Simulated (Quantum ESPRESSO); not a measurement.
**InAs under changes of volume**

One of the cells (27.489 Å³/atom); the others are scaled copies at fixed shape and fractional positions:

```
CELL_PARAMETERS angstrom
0.00000 3.01800 3.01800
3.01800 0.00000 3.01800
3.01800 3.01800 0.00000
ATOMIC_POSITIONS crystal
In 0.00000 0.00000 0.00000
As 0.75000 0.75000 0.75000
```

* Program: Quantum ESPRESSO 7.5
* Functional: LDA
* Potentials or basis: PseudoDojo 0.4.1 SR LDA standard
* Cutoff: 1088 eV
* Density cutoff: 4354 eV
* k mesh: 8 × 8 × 8
* Occupations: fermi-dirac, width 0.05 eV
* Spin: no spin polarisation

| volume (Å³/atom) | energy over the lowest point (meV/atom) | pressure (GPa) |
| --- | --- | --- |
| 25.840 | 16.58 | 3.7 |
| 26.389 | 6.16 | 2.2 |
| 26.939 | 0.83 | 0.8 |
| 27.489 | 0.00 | -0.5 |
| 28.039 | 3.19 | -1.6 |
| 28.588 | ? | ? |
| 29.138 | 19.94 | -3.4 |

Task: What does the run at 28.588 Å³/atom give?

Result: Energy over the lowest point 9.97 meV/atom; pressure -2.6 GPa.

Worked out: A Birch-Murnaghan fit of order 3 (a polynomial in V^(-2/3)) to the other rows has its minimum at 27.32 Å³/atom with B0 = V·E''(V) = 60 GPa and B' = 4.8. It gives 9.97 meV/atom at 28.588 Å³/atom, against the run's 9.97, and -dE/dV = -2.5 GPa, against -2.6.

Energies are extrapolated to zero smearing.
